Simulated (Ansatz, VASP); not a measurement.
## SiO2 (Stishovite): VASP beside Ansatz

```
Si O
1.0
     4.31214    0.00000    0.00000
     0.00000    4.31214    0.00000
     0.00000    0.00000    2.75123
Si O
2 4
Cartesian
  0.0000 0.0000 0.0000
  2.1561 2.1561 1.3756
  1.3191 1.3191 0.0000
  0.8370 3.4752 1.3756
  2.9931 2.9931 0.0000
  3.4752 0.8370 1.3756
```

Alike in both runs: task single point; functional PBE; k mesh 6 × 6 × 8; no spin polarisation.

|  | VASP | Ansatz |
| --- | --- | --- |
| version | VASP 6.6.1 | Ansatz 0.2.0 |
| potentials or method | VASP PAW PBE potentials, release 64 (Si, O) | plane waves, PAW |
| plane-wave cutoff (eV) | 520 | 450 |
| occupations | fermi-dirac, width 0.1 eV | fermi-dirac |
| valence electrons in the cell | 32 | 32 |

Ansatz gave:

| Property | Result |
| --- | --- |
| pressure (GPa) | -16.0 |
| largest component of the traceless stress (GPa) | 2.99 |

Task: What did VASP give for the same quantities?

Result: Pressure (GPa): -15.9; largest component of the traceless stress (GPa): 2.64.

Caveats: so large a pressure means that the cell lies far from this level's equilibrium, or that cutoff or potentials fall short (VASP). A k mesh can miss the band edges.
